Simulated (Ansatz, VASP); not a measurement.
## InGaP2: VASP beside Ansatz

Aim: how closely do two programs agree when they are given the same cell, functional and k mesh? The cell is taken from a series of runs on this material, whose earlier steps may have relaxed, scaled, displaced or heated it; both programs get it as it stands.

Main program and level: Ansatz 0.2.0; plane waves, with VASP 6.6.1 beside it; G0W0 gap at PBEsol.

### Step 1. The structure

The cell holds 12 atoms: 3 Ga, 6 P and 3 In. Cell: a = 3.993 Å, b = 3.994 Å, c = 17.052 Å, α = 90.0°, β = 90.0°, γ = 90.0°. It derives from GaP. The structure's axis is c.

### Step 2. Ansatz: G0W0 gap, PBEsol

Ansatz runs on its PAW soft_1 files.

Quasiparticle shifts depend on high empty states and on the cores, so they are the hardest test of two PAW sets.

input.yaml

```yaml
crystal:
  lattice:
    - [3.9927471982, 0.0, 0.0]
    - [0.0, 3.9944829234, 0.0]
    - [0.0, 0.0, 17.0516838256]
  atoms:
    - { symbol: Ga, position: [0.0, 0.0, 0.0394086134] }
    - { symbol: P, position: [0.5, 0.0, 0.11641432] }
    - { symbol: Ga, position: [0.5, 0.5, 0.1932610037] }
    - { symbol: P, position: [0.0, 0.5, 0.2701560746] }
    - { symbol: Ga, position: [0.0, 0.0, 0.3470791767] }
    - { symbol: P, position: [0.5, 0.0, 0.4232672161] }
    - { symbol: In, position: [0.5, 0.5, 0.513662467] }
    - { symbol: P, position: [0.0, 0.5, 0.6034271711] }
    - { symbol: In, position: [0.0, 0.0, 0.6931822918] }
    - { symbol: P, position: [0.5, 0.0, 0.7830200075] }
    - { symbol: In, position: [0.5, 0.5, 0.8727025445] }
    - { symbol: P, position: [0.0, 0.5, 0.9632052681] }
kpoints:
  mp_grid: { grid: [4, 4, 2] }
hamiltonian:
  xc: pbesol
  pseudopotentials: { kind: paw, azcp: { folder: soft_1 }, xc_functional: pbe }
scf:
  occupations: { method: fixed }
gw:
  n_empty_bands: 133
  ecut_chi: 36
  qp_bands: [v4, c4]
  qp_kpoints: band_edges
  screening: { model: contour_deformation }
```

Started as:

```bash
$ ansatz run input.yaml --threads 4 --pin off --max-ram 17510MiB --backend cpu --events-out ev --progress --plain --runs-dir out
```

Numbers of over 12 decimals in the logs are rounded to 6 here.

The program printed:

```text
Engine: ansatz 0.2.0, aarch64-unknown-linux-gnu
Pseudopotentials: kind: paw
Pseudopotential: Ga, paw, valence charge 13, recommended cutoff 420 eV (normal), soft_1/Ga.paw.azcp
Pseudopotential: P, paw, valence charge 5, recommended cutoff 420 eV (normal), soft_1/P.paw.azcp
Pseudopotential: In, paw, valence charge 13, recommended cutoff 420 eV (normal), soft_1/In.paw.azcp
Functional definition: PBEsol
  exchange = pbesol_x
  correlation = pbesol_c
Crystal: 12 atoms, lattice volume = 271.957 Å³
Basis set: ecut = 420 eV, 5313 PW (Γ)
Bands: 66, of which v1, the nominal top of the filled ones, is band 54 counted from 1 (53 counted from 0)
Symmetry: 4 space group operations
Space group: Pmm2 (ITA 25), of the structure as read, at distance tolerance 6.5e-5 Å
k-points: 18 of 32
Non-local potential: Ga, projectors of the file, l = 0: 2, l = 1: 2, l = 2: 3, l = 3: 1
Non-local potential: P, projectors of the file, l = 0: 2, l = 1: 2, l = 2: 1
Non-local potential: In, projectors of the file, l = 0: 2, l = 1: 2, l = 2: 2, l = 3: 1
PAW form: soft (Blöchl's): semilocal exchange-correlation on the pseudo side does not see the compensation charge
PAW frozen core: Ga, regenerated for the run's functional, and the local potential with it (the file was generated under x = pbe(κ = 0.804, μ = 0.219515), c = pbe(β = 0.066725))
PAW frozen core: P, regenerated for the run's functional, and the local potential with it (the file was generated under x = pbe(κ = 0.804, μ = 0.219515), c = pbe(β = 0.066725))
PAW frozen core: In, regenerated for the run's functional, and the local potential with it (the file was generated under x = pbe(κ = 0.804, μ = 0.219515), c = pbe(β = 0.066725))
PAW one-centre angular grid: Ga, 590 points (default); XC on 64 Gauss nodes
PAW one-centre angular grid: P, 110 points (default); XC on 64 Gauss nodes
PAW one-centre angular grid: In, 590 points (default); XC on 64 Gauss nodes
Initial density: superposition of atomic densities (chi_scale 0.1, normalization cell, long waves kept (reshape's long-wave potential 0.43 eV rms))
Initial wavefunctions: pseudopotential atomic-orbital guess
Functional: x = pbesol(κ = 0.804, μ = 0.123457), c = pbesol(β = 0.046)
SCF iter   1: F=—  HF=-32250.693497 eV  |F-HF|=—  |Δ(HF+E_count)|=         —  Δρ=3.84e-2  dr2=5.05e0  ethr=3.10e-3  ⟨swp⟩=6.2  Hψ=4273  notcnv=0  defer=160
preconditioner: auto → Resta (q_TF=auto, 2.339 Å⁻¹)  ε∞=4.1  [insulator: Δε(μ)=1.054 eV  Ē_g=13.302 eV  n_scr=60 (ndim 8)  ℏωp=23.4 eV  f_vac=0.000  ε∞_Penn≈4.1]
SCF iter   2: F=—  HF=-32249.635748 eV  |F-HF|=—  |Δ(HF+E_count)|=    1.06e0  Δρ=2.21e-2  dr2=1.09e0  ethr=3.10e-3  ⟨swp⟩=3.1  Hψ=1764  notcnv=0  defer=159
SCF iter   3: F=—  HF=-32249.466657 eV  |F-HF|=—  |Δ(HF+E_count)|=   1.69e-1  Δρ=5.55e-3  dr2=1.67e-1  ethr=1.01e-3  ⟨swp⟩=2.4  Hψ=2054  notcnv=0  defer=172
SCF iter   4: F=—  HF=-32249.427048 eV  |F-HF|=—  |Δ(HF+E_count)|=   3.96e-2  Δρ=2.15e-3  dr2=1.76e-2  ethr=1.55e-4  ⟨swp⟩=3.0  Hψ=2266  notcnv=0  defer=180
SCF iter   5: F=—  HF=-32249.426605 eV  |F-HF|=—  |Δ(HF+E_count)|=   4.44e-4  Δρ=8.46e-4  dr2=2.40e-3  ethr=1.63e-5  ⟨swp⟩=2.5  Hψ=2261  notcnv=0  defer=180
SCF iter   6: F=—  HF=-32249.428228 eV  |F-HF|=—  |Δ(HF+E_count)|=   1.62e-3  Δρ=2.91e-4  dr2=5.07e-4  ethr=2.22e-6  ⟨swp⟩=2.2  Hψ=2097  notcnv=0  defer=180
SCF iter   7: F=—  HF=-32249.428444 eV  |F-HF|=—  |Δ(HF+E_count)|=   2.16e-4  Δρ=9.13e-5  dr2=4.82e-5  ethr=4.69e-7  ⟨swp⟩=2.0  Hψ=2091  notcnv=0  defer=180
SCF iter   8: F=—  HF=-32249.428445 eV  |F-HF|=—  |Δ(HF+E_count)|=   1.18e-6  Δρ=2.15e-5  dr2=1.20e-6  ethr=4.46e-8  ⟨swp⟩=2.1  Hψ=2002  notcnv=0  defer=176
SCF iter   9: F=-32249.428448 eV  HF=-32249.428448 eV  |F-HF|=1.00e-7  |Δ(HF+E_count)|=   2.56e-6  Δρ=6.53e-6  dr2=8.26e-8  ethr=9.26e-11  ⟨swp⟩=12.5  Hψ=6201  notcnv=0
SCF 1 converged in 9 iterations: F = -32249.428448 eV  dr2 = 8.26e-8
  greatest PAW one-centre occupation: 0.994 electrons in one spin orbital (limit 2), on the Ga atom at site 0 (counted from 0), in its partial waves of l = 2
NSCF: frozen V_eff on 18 k-points
G₀W₀ screening: q 1/18
[... further progress lines ...]
SCF converged after 9 iterations
Free energy (F): -32249.428448 eV
Harris-Foulkes:  -32249.428448 eV  (|F-HF|=1.00e-7)
Internal energy: -32249.428448 eV  (E = F + TS)
E sigma→0 (E₀):  -32249.428448 eV
Fermi energy:    7.068228 eV
--- Per-component energies (eV) ---
  E_band       = -338.546528
  E_kinetic    = 1405.590811
  E_local      = -9313.942794  (includes V_loc(G=0)·N_el)
  E_nonlocal   = 905.702189
  E_hartree    = 4786.135088
  E_xc         = -1045.346197
  E_vxc        = -802.183870  (∫ρ·V_xc dr)
  E_paw        = -21533.658449  (= ΣΔE_a)
  E_vpaw       = -2105.970623  (= ΣTr[D̂ρ^β])
  E_aug_tail   = -0.000222  (compensation charges beyond the density's cutoff)
  E_ewald      = -7457.482099
  E_core_change = 3.573225  (= ΣΔE_core)
[...]
valence top: of the k-points left out ik 8 came nearest to being solved in a further pass, in band 54 (counted from 1, as in the quasiparticle table): it holds the edge there only if its correction is more favourable than any solved in that band by at least 1.114 eV; those differ by 0.197 eV
    conduction bottom: of the k-points left out ik 8 came nearest to being solved in a further pass, in band 55 (counted from 1, as in the quasiparticle table): it holds the edge there only if its correction is more favourable than any solved in that band by at least 0.840 eV; those differ by 0.444 eV
  `?` marks the rows in doubt; gw_qp.tsv's column doubts and the gw_qp event give each row's grounds
    ik  band        ε_KS         Σx   Σc(E_QP)       V_xc       Z   E_QP_lin       E_QP  E_QP is
     0    51      6.1905   -16.1851     2.1238   -14.1756  0.7542     6.3045     6.3048  root
     0    52      6.9224   -16.3765     1.4965   -15.0978  0.7664     7.1395     7.1402  root
     0    53      7.0636   -16.8603     1.8584   -15.1932  0.7626     7.2543     7.2549  root
     0    54      7.0682   -16.8589     1.8584   -15.1922  0.7625     7.2593     7.2599  root
     0    55      8.0149   -10.5566    -3.1139   -14.5532  0.7810     8.9571     8.8977  root ?
     0    56      8.3003    -6.9772    -3.4199   -10.9260  0.7805     8.8372     8.8292  root
     0    57      8.3210    -7.7090    -3.4114   -11.7713  0.7767     8.9864     8.9719  root
     0    58      8.8966    -7.2869    -3.4624   -11.3406  0.7803     9.4990     9.4879  root
     1    51      6.6050   -16.6004     1.9745   -14.7769  0.7599     6.7556     6.7560  root
     1    52      6.6081   -16.6017     1.9749   -14.7781  0.7599     6.7590     6.7595  root
     1    53      6.8913   -16.5715     1.8877   -14.8623  0.7607     7.0691     7.0697  root
     1    54      6.8970   -16.5701     1.8874   -14.8614  0.7607     7.0752     7.0758  root
     1    55      8.2957    -7.0026    -3.4278   -10.9705  0.7803     8.8442     8.8357  root
     1    56      8.3018    -7.5667    -3.4070   -11.5976  0.7774     8.9383     8.9257  root
     1    57      8.7702    -9.8859    -3.0678   -13.7185  0.7735     9.5603     9.5349  root ?
     1    58      8.8022    -9.4558    -3.3181   -13.5777  0.7722     9.6386     9.6060  root ?
     2    51      6.2393   -16.1101     1.8267   -14.4478  0.7606     6.4032     6.4037  root
     2    52      6.2869   -16.3299     2.1388   -14.3197  0.7551     6.4151     6.4154  root
     2    53      6.2906   -16.0278     1.8097   -14.3823  0.7607     6.4543     6.4548  root
     2    54      6.8576   -16.7128     1.9624   -14.9322  0.7601     7.0388     7.0394  root
     2    55      8.7881    -8.9446    -3.3310   -13.0730  0.7758     9.6169     9.5856  root ?
     2    56      8.8370    -7.9885    -3.4679   -12.1439  0.7755     9.5421     9.5245  root
     2    57      8.8796    -8.8478    -3.3780   -13.0309  0.7766     9.7176     9.6847  root ?
     2    58      9.5179    -9.2310    -3.5891   -13.6836  0.7678    10.4346    10.3814  root ?
     3    51      6.1216   -16.0868     1.8635   -14.3801  0.7602     6.2779     6.2784  root
     3    52      6.3094   -16.0016     1.8104   -14.3467  0.7603     6.4645     6.4649  root
     3    53      6.4747   -16.5810     2.0661   -14.6605  0.7581     6.6200     6.6204  root
     3    54      6.8018   -16.6196     1.9790   -14.8183  0.7593     6.9788     6.9794  root
     3    55      8.7878    -8.2050    -3.4352   -12.3579  0.7754     9.5259     9.5055  root
     3    56      8.9223    -8.5349    -3.4319   -12.7255  0.7748     9.7064     9.6810  root ?
     3    57      9.0338    -8.9241    -3.4415   -13.1920  0.7737     9.8986     9.8603  root ?
     3    58      9.2863    -9.0328    -3.4361   -13.2866  0.7722    10.1410    10.1041  root ?
     4    51      5.5645   -16.4334     2.3550   -14.1642  0.7506     5.6502     5.6504  root
[...]
4    55      8.6843    -9.2629    -3.3351   -13.4123  0.7741     9.5335     9.4986  root ?
     4    56      8.8525    -9.1978    -3.3944   -13.4178  0.7738     9.7162     9.6781  root ?
     4    57      8.8889    -9.2510    -3.2987   -13.3644  0.7748     9.7390     9.7036  root ?
     4    58      9.1091    -9.3687    -3.3058   -13.5161  0.7763     9.9937     9.9508  root ?
[...]
5    55      8.2757    -9.1469    -3.2340   -13.1881  0.7805     9.1151     9.0829  root ?
     5    56      8.4327    -9.1750    -3.2726   -13.2713  0.7808     9.2926     9.2564  root ?
     5    57      9.3480    -8.6191    -3.6535   -13.0858  0.7666    10.1983    10.1613  root ?
     5    58      9.6390    -8.7062    -3.6792   -13.2255  0.7668    10.5234    10.4790  root ?
[...]
6    55      8.7862    -8.9578    -3.3277   -13.0841  0.7757     9.6163     9.5848  root ?
[...]
6    57      8.8759    -8.8903    -3.3716   -13.0714  0.7767     9.7192     9.6854  root ?
     6    58      9.5129    -9.2257    -3.5871   -13.6756  0.7678    10.4285    10.3757  root ?
[...]
7    56      8.9171    -8.5497    -3.4288   -12.7388  0.7748     9.7029     9.6773  root ?
     7    57      9.0296    -8.9189    -3.4408   -13.1853  0.7737     9.8934     9.8552  root ?
     7    58      9.2830    -9.0338    -3.4350   -13.2866  0.7722    10.1376    10.1007  root ?
[...]
12    55      8.6795    -9.2651    -3.3329   -13.4120  0.7741     9.5284     9.4936  root ?
    12    56      8.8478    -9.1993    -3.3927   -13.4175  0.7738     9.7113     9.6734  root ?
    12    57      8.8847    -9.2521    -3.2974   -13.3640  0.7748     9.7346     9.6993  root ?
    12    58      9.1055    -9.3704    -3.3047   -13.5168  0.7763     9.9902     9.9473  root ?
[...]
13    55      8.2712    -9.1483    -3.2324   -13.1877  0.7805     9.1104     9.0782  root ?
    13    56      8.4288    -9.1763    -3.2714   -13.2714  0.7808     9.2887     9.2525  root ?
    13    57      9.3436    -8.6206    -3.6520   -13.0857  0.7666    10.1936    10.1567  root ?
    13    58      9.6342    -8.7080    -3.6779   -13.2260  0.7668    10.5186    10.4742  root ?
[...]
17    51      4.2774   -15.3008     2.5848   -12.7155  0.7327     4.2769     4.2769  root
    17    52      4.2921   -15.2778     2.5707   -12.7067  0.7330     4.2918     4.2918  root
    17    53      4.2925   -15.2758     2.5688   -12.7063  0.7331     4.2918     4.2918  root
    17    54      4.3735   -15.5742     2.6178   -12.9516  0.7323     4.3687     4.3687  root
    17    55      8.9864    -6.9799    -3.3622   -10.8259  0.7835     9.4768     9.4701  root
    17    56      8.9874    -6.9787    -3.3625   -10.8248  0.7835     9.4777     9.4710  root
    17    57      9.1105    -7.0001    -3.4478   -10.9236  0.7819     9.5925     9.5861  root
    17    58      9.1121    -6.9987    -3.4482   -10.9226  0.7819     9.5941     9.5878  root
```

[end of part 1 of 2]

[Lines on the potential files, build, host, timing and source positions are cut from VASP's logs without a mark.]

[Logs are printed without paths, hosts, clocks, repeated set-up lines and the standing remarks that a program may print on its own settings, such as how far it seeks lower states.]

[Hosts, paths, dates, database ids (printed as entryN), source tags and the programs' standing remarks are cut or masked in the printed files.]
